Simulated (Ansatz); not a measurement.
**Residual resistivity of an alloy: Al(111) with 4 layers of random Al-Ir, 2x2**

How strongly does chemical disorder scatter in Al(111) with 4 layers of random Al-Ir, 2x2?

Method: Ansatz plane-wave DFT, PBE, PAW files; ballistic transport by layer matching (Landauer), zero bias; PAW set soft_1, in Ansatz 0.2.0.

Most raw output is cut from this account.

### 1. Starting point

The cell holds 40 atoms: 28 Al and 12 Ir. Cell: a = 5.725 Å, b = 5.725 Å, c = 23.429 Å, α = 93.5°, β = 86.5°, γ = 120.0°. It derives from Al. Regions: lead, 24 atoms (24 Al); scattering region, 16 atoms (12 Ir and 4 Al). The structure is stacked along c, and the current runs across the ab planes.

### 2. With 4 alloy layers

In 4 layers a share of 0.75 of the sites is given to Ir at random. The layers about the cell's end stay perfect and serve as the lead. Disorder leaves little or no symmetry, which makes such runs dear. Energies from -0.05 to 0.05 eV in steps of 0.05 eV are too few for the program's thermal sum, so it prints no conductance; for a metal the transmission near the Fermi level serves, at a fraction of the cost.

input.yaml

```yaml
crystal:
  lattice:
    - [5.7246940741, 0.0, 0.0]
    - [-2.862347037, 4.957730497, 0.0]
    - [1.4311735185, -0.8262884162, 23.3709656917]
  atoms:
    - { symbol: Al, position: [0.9916666667, 0.0083333333, 0.05] }
    - { symbol: Al, position: [0.9916666667, 0.5083333333, 0.05] }
    - { symbol: Al, position: [0.4916666667, 0.0083333333, 0.05] }
    - { symbol: Al, position: [0.4916666667, 0.5083333333, 0.05] }
    - { symbol: Al, position: [0.1416666667, 0.3583333333, 0.15] }
    - { symbol: Al, position: [0.1416666667, 0.8583333333, 0.15] }
    - { symbol: Al, position: [0.6416666667, 0.3583333333, 0.15] }
    - { symbol: Al, position: [0.6416666667, 0.8583333333, 0.15] }
[... 28 atom lines left out ...]
    - { symbol: Al, position: [0.8416666667, 0.1583333333, 0.95] }
    - { symbol: Al, position: [0.8416666667, 0.6583333333, 0.95] }
    - { symbol: Al, position: [0.3416666667, 0.1583333333, 0.95] }
    - { symbol: Al, position: [0.3416666667, 0.6583333333, 0.95] }
kpoints:
  mp_grid: { grid: [5, 5, 1] }
hamiltonian:
  xc: pbe
  pseudopotentials: { kind: paw, azcp: { folder: soft_1 } }
scf:
  occupations: { method: fermi_dirac, width: 0.1 }
output:
  transmission:
    leads: [[0, 4]]
    kmesh: [10, 10]
    e_range: [-0.05, 0.05]
    de: 0.05
  write_potential: true
  write_density: true
  volumetric_format: npy
```

Launch:

```console
$ ansatz run input.yaml --threads 4 --pin off --max-ram 15360MiB --backend cpu --events-out ev --progress --plain --runs-dir out
```

It took 8.3 min on 4 threads of Arm Neoverse V1, shared host; peak memory 2.7 GiB.

Numbers from this step:

| Item | Value |
| --- | --- |
| free energy | -158296.3269 eV |
| energy at zero smearing | -158295.9110 eV |
| Fermi energy | 11.71 eV |
| cell area | 28.38 Å² |
| transmission per spin nearest the Fermi level | 1.508 |
| open channels per spin nearest the Fermi level | 5.59 |
| step of the lead's potential | 29.5 meV |

Per spin. Transmission, zone mean against energy, zero at the Fermi level:

| energy (eV) | transmission, zone mean |
| --- | --- |
| -0.0500 | 1.49 |
| 0.0000 | 1.51 |
| 0.0500 | 1.52 |

Per spin. Open channels, zone mean, lead against energy, zero at the Fermi level:

| energy (eV) | open channels, zone mean, lead |
| --- | --- |
| -0.0500 | 5.29 |
| 0.0000 | 5.59 |
| 0.0500 | 5.59 |

Transmission over k1 and k2. At 0.0000 eV from the Fermi level.

Ten even steps from '_' (0.77) to '@' (2.63):
```
::==--..++##**::....
__--::::::==++..::..
__..::%%--====....::
++++::--@@##++==++**
**##====##%%##====##
++**++==++##@@--::++
__::....====--%%::..
__..::..++==::::::--
::....::**##++..--==
--::____++**++____::
```
Columns: k1 (b1) from -0.5 to 0.4; rows upwards: k2 (b2) from -0.5 to 0.4.

Open channels over k1 and k2. At 0.0000 eV from the Fermi level.

Values, 10 rows by 10 columns:
```
5.00 6.00 6.00 8.00 6.00 6.00 5.00 3.00 4.00 3.00
4.00 6.00 5.00 7.00 7.00 5.00 6.00 4.00 4.00 4.00
4.00 8.00 7.00 7.00 7.00 7.00 7.00 8.00 4.00 3.00
5.00 6.00 7.00 7.00 6.00 6.00 7.00 7.00 6.00 5.00
4.00 6.00 5.00 7.00 6.00 7.00 6.00 7.00 5.00 6.00
5.00 5.00 6.00 7.00 7.00 6.00 6.00 7.00 7.00 6.00
4.00 3.00 4.00 8.00 7.00 7.00 7.00 7.00 7.00 8.00
4.00 4.00 4.00 4.00 6.00 5.00 7.00 7.00 5.00 6.00
5.00 3.00 4.00 3.00 5.00 6.00 6.00 8.00 6.00 6.00
4.00 5.00 4.00 4.00 5.00 4.00 5.00 4.00 4.00 5.00
```
Columns: k1 (b1) from -0.5 to 0.4; rows upwards: k2 (b2) from -0.5 to 0.4.

Over the solved energies the transmission per spin lies between 1.49 and 1.52, out of 5.49 channels of the lead on average (up to 5.59). The log calls the step of a lead's potential too much.

### 3. With 8 alloy layers

In 8 layers a share of 0.75 of the sites is given to Ir at random. A fresh draw is used; the growth of the resistance with length is what counts.

System of this step: Al(111) with 8 layers of random Al-Ir, 2x2. The cell holds 56 atoms: 32 Al and 24 Ir. Cell: a = 5.725 Å, b = 5.725 Å, c = 32.761 Å, α = 87.5°, β = 92.5°, γ = 120.0°. It derives from Al. Regions: lead, 24 atoms (24 Al); scattering region, 32 atoms (8 Al and 24 Ir). The structure is stacked along c, and the current runs across the ab planes.

input.yaml

```yaml
crystal:
  lattice:
    - [5.7246940741, 0.0, 0.0]
    - [-2.862347037, 4.957730497, 0.0]
    - [-1.4311735185, 0.8262884162, 32.7193519684]
  atoms:
    - { symbol: Al, position: [0.005952381, 0.994047619, 0.0357142857] }
    - { symbol: Al, position: [0.005952381, 0.494047619, 0.0357142857] }
    - { symbol: Al, position: [0.505952381, 0.994047619, 0.0357142857] }
    - { symbol: Al, position: [0.505952381, 0.494047619, 0.0357142857] }
    - { symbol: Al, position: [0.1845238095, 0.3154761905, 0.1071428571] }
    - { symbol: Al, position: [0.1845238095, 0.8154761905, 0.1071428571] }
    - { symbol: Al, position: [0.6845238095, 0.3154761905, 0.1071428571] }
    - { symbol: Al, position: [0.6845238095, 0.8154761905, 0.1071428571] }
[... 44 atom lines left out ...]
    - { symbol: Al, position: [0.3273809524, 0.1726190476, 0.9642857143] }
    - { symbol: Al, position: [0.3273809524, 0.6726190476, 0.9642857143] }
    - { symbol: Al, position: [0.8273809524, 0.1726190476, 0.9642857143] }
    - { symbol: Al, position: [0.8273809524, 0.6726190476, 0.9642857143] }
kpoints:
  mp_grid: { grid: [5, 5, 1] }
hamiltonian:
  xc: pbe
  pseudopotentials: { kind: paw, azcp: { folder: soft_1 } }
scf:
  occupations: { method: fermi_dirac, width: 0.1 }
output:
  transmission:
    leads: [[0, 4]]
    kmesh: [10, 10]
    e_range: [-0.05, 0.05]
    de: 0.05
  write_potential: true
  write_density: true
  volumetric_format: npy
```

Wall time 13 min (4 threads); peak memory 6.1 GiB.

This step gave:

| Item | Value |
| --- | --- |
| free energy | -303690.0405 eV |
| energy at zero smearing | -303689.4050 eV |
| Fermi energy | 13.35 eV |
| transmission per spin nearest the Fermi level | 1.119 |
| step of the lead's potential | 27.8 meV |

Per spin. Transmission, zone mean against energy, zero at the Fermi level:

| energy (eV) | transmission, zone mean |
| --- | --- |
| -0.0500 | 1.12 |
| 0.0000 | 1.12 |
| 0.0500 | 1.15 |

Over the solved energies the transmission per spin lies between 1.12 and 1.15, out of 5.49 channels of the lead on average (up to 5.59). The log calls the step of a lead's potential too much.

### 4. With 12 alloy layers

In 12 layers a share of 0.75 of the sites is given to Ir at random. A fresh draw is used; the growth of the resistance with length is what counts.

System of this step: Al(111) with 12 layers of random Al-Ir, 2x2. The cell holds 72 atoms: 36 Al and 36 Ir. Its edges and angles: a = 5.725 Å, b = 5.725 Å, c = 42.068 Å, α = 90.0°, β = 90.0°, γ = 120.0°. It derives from Al. Regions: lead, 24 atoms (24 Al); scattering region, 48 atoms (36 Ir and 12 Al). The structure is stacked along c, and the current runs across the ab planes.

input.yaml

```yaml
crystal:
  lattice:
    - [5.7246940741, 0.0, 0.0]
    - [-2.862347037, 4.957730497, 0.0]
    - [0.0, 0.0, 42.0677382451]
  atoms:
    - { symbol: Al, position: [0.0, 0.0, 0.0277777778] }
    - { symbol: Al, position: [0.0, 0.5, 0.0277777778] }
    - { symbol: Al, position: [0.5, 0.0, 0.0277777778] }
    - { symbol: Al, position: [0.5, 0.5, 0.0277777778] }
    - { symbol: Al, position: [0.1666666667, 0.3333333333, 0.0833333333] }
    - { symbol: Al, position: [0.1666666667, 0.8333333333, 0.0833333333] }
    - { symbol: Al, position: [0.6666666667, 0.3333333333, 0.0833333333] }
    - { symbol: Al, position: [0.6666666667, 0.8333333333, 0.0833333333] }
[... 60 atom lines left out ...]
    - { symbol: Al, position: [0.3333333333, 0.1666666667, 0.9722222222] }
    - { symbol: Al, position: [0.3333333333, 0.6666666667, 0.9722222222] }
    - { symbol: Al, position: [0.8333333333, 0.1666666667, 0.9722222222] }
    - { symbol: Al, position: [0.8333333333, 0.6666666667, 0.9722222222] }
kpoints:
  mp_grid: { grid: [5, 5, 1] }
hamiltonian:
  xc: pbe
  pseudopotentials: { kind: paw, azcp: { folder: soft_1 } }
scf:
  occupations: { method: fermi_dirac, width: 0.1 }
output:
  transmission:
    leads: [[0, 4]]
    kmesh: [10, 10]
    e_range: [-0.05, 0.05]
    de: 0.05
  write_potential: true
  write_density: true
  volumetric_format: npy
```

Elapsed: 20 min, on 4 threads; peak memory 10 GiB.

Numbers from this step:

* free energy: -449083.3550 eV
* energy at zero smearing: -449082.4629 eV
* Fermi energy: 14.28 eV
* transmission per spin nearest the Fermi level: 0.8283
* step of the lead's potential: 21.4 meV

Per spin. Table of transmission, zone mean by energy, zero at the Fermi level:

| energy (eV) | transmission, zone mean |
| --- | --- |
| -0.0500 | 0.782 |
| 0.0000 | 0.828 |
| 0.0500 | 0.920 |

Over the solved energies the transmission per spin lies between 0.782 and 0.920, out of 5.51 channels of the lead on average (up to 5.59).

### 5. The fit

This step: Ansatz plane-wave DFT, PBE, PAW files; ballistic transport by layer matching (Landauer), zero bias; residual resistivity from the slope of the area resistance, atoms on the host's lattice; PAW set soft_1 (Ansatz 0.2.0).

Numbers from this step:

| Quantity | Value |
| --- | --- |
| resistivity | 102.4 µΩ cm |
| intercept | 0.7554 fΩ m² |
| scatter about the fit | 0.07160 fΩ m² |

Resistance, by row:

| run | length (Å) | T | channels N | RA (fΩ m²) |
| --- | --- | --- | --- | --- |
| n4 | 9.348 | 1.507 | 5.49 | 1.763 |
| n8 | 18.7 | 1.132 | 5.49 | 2.569 |
| n12 | 28.05 | 0.8435 | 5.51 | 3.678 |

Area resistance against length of the alloy:

| length of the alloy (Å) | area resistance (fΩ m²) |
| --- | --- |
| 9.35 | 1.76 |
| 18.70 | 2.57 |
| 28.05 | 3.68 |

The area resistance goes from 1.8 to 3.7 fΩ m² between 9.3 and 28.0 Å, a slope of 102 µΩ cm.

By hand from the end points: (3.678 − 1.763) fΩ m² / (28.05 − 9.35) Å = 102 µΩ cm, since 1 fΩ m² per Å is 1000 µΩ cm.

### 6. Summary of results

| Item | Value |
| --- | --- |
| resistivity from the slope | 102 µΩ cm |
| area resistance over 9.35 Å | 1.76 fΩ m² |
| area resistance over 18.7 Å | 2.57 fΩ m² |
| area resistance over 28.0 Å | 3.68 fΩ m² |

In words: The slope gives 102 µΩ cm. The points scatter by 0.072 fΩ m² about the line, with one random draw a length in a 2x2 cell, so the slope is a rough value. Read with a model of isotropic scattering on a spherical Fermi surface and the lead's 1.5×10¹⁵ S/m², this slope means a mean free path near 4.9 Å (a rough figure, since the alloy's own channel count differs); over these lengths the model's slope is within 3 % of its bulk resistivity, though a free path of a few ångströms strains the picture. The atoms sit on the host's lattice, so scattering by size misfit is left out. Spin-orbit coupling is left out, which matters for Ir. A lead's potential steps by up to 30 meV from period to period, which the log calls too much, so longer leads could move the result.

[Logs are printed without paths, hosts, clocks, repeated set-up lines and the standing remarks that a program may print on its own settings, such as how far it seeks lower states.]

[Hosts, paths, dates, database ids (printed as entryN), source tags and the programs' standing remarks are cut or masked in the printed files.]
